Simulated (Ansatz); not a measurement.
A 5-atom cell of KZnF3 started from a crystallographic database, relaxed with r2SCAN in the PAW code Ansatz. It is cubic, Pm-3m (No. 221); conventional cell a = 4.046 Å, 13.25 Å³ an atom. K has 12 F at 2.86 Å; Zn has 6 F at 2.02 Å; F has 2 Zn at 2.02 Å and 4 K at 2.86 Å.

The axes x, y and z are those of this cell:
```
CELL_PARAMETERS angstrom
4.04617 0.00000 0.00000
0.00000 4.04617 0.00000
0.00000 0.00000 4.04617
ATOMIC_POSITIONS crystal
K 0.00000 0.00000 0.00000
Zn 0.50000 0.50000 0.50000
F 0.50000 0.50000 0.00000
F 0.00000 0.50000 0.50000
F 0.50000 0.00000 0.50000
```

Unstrained: With PBE the valence top lies at R and the conduction bottom at Γ, 3.870 eV higher; the smallest vertical gap, at Γ, is 5.713 eV. With r2SCAN the valence top lies at R and the conduction bottom at Γ, 4.638 eV higher; the smallest vertical gap, at Γ, is 6.611 eV. The HSE06 gap is indirect, 6.360 eV (R to Γ), below the direct gap of 8.073 eV at Γ. Meshes: PBE 6×6×6, r2SCAN 6×6×6, HSE06 4×4×4. Strains are changes of length per length, and xy shears are angles. After each strain the atoms were relaxed again with r2SCAN in this cell and within any symmetry left, so distortions that break it or need a larger cell weren't tested; points keep the names that they have in the unstrained zone. No spin polarisation and no zero-point or thermal motion.

(1) One strain changed the r2SCAN stress by xx -3.69, yy -3.69, zz -3.69 GPa (compression positive) and the gap by -0.128 eV (PBE), -0.131 eV (r2SCAN), -0.167 eV (HSE06). Which kind of strain was it, and roughly how large?

(2) One strain changed the r2SCAN stress by xx +0.03, yy +0.03, zz +0.01, xy -1.09 GPa (compression positive) and the gap by -0.003 eV (PBE), -0.003 eV (r2SCAN), -0.004 eV (HSE06). Which kind of strain was it, and roughly how large?

(3) One strain changed the r2SCAN stress by xx +6.35, yy +6.35, zz +3.26 GPa (compression positive) and the gap by +0.057 eV (PBE), +0.056 eV (r2SCAN), +0.098 eV (HSE06). Which kind of strain was it, and roughly how large?

Results:

(1) Isotropic +1.64 % on every length. The pattern of the stress gives the kind; the size needs the stiffness, so it is an estimate.

(2) Xy shear, engineering strain (angle) +2.95 %. The pattern of the stress gives the kind; the size needs the stiffness, so it is an estimate.

(3) Biaxial -2.68 % in x and y, z held. The pattern of the stress gives the kind; the size needs the stiffness, so it is an estimate.

The meshes of the hybrids are coarse, so their gaps aren't converged to the digits shown.
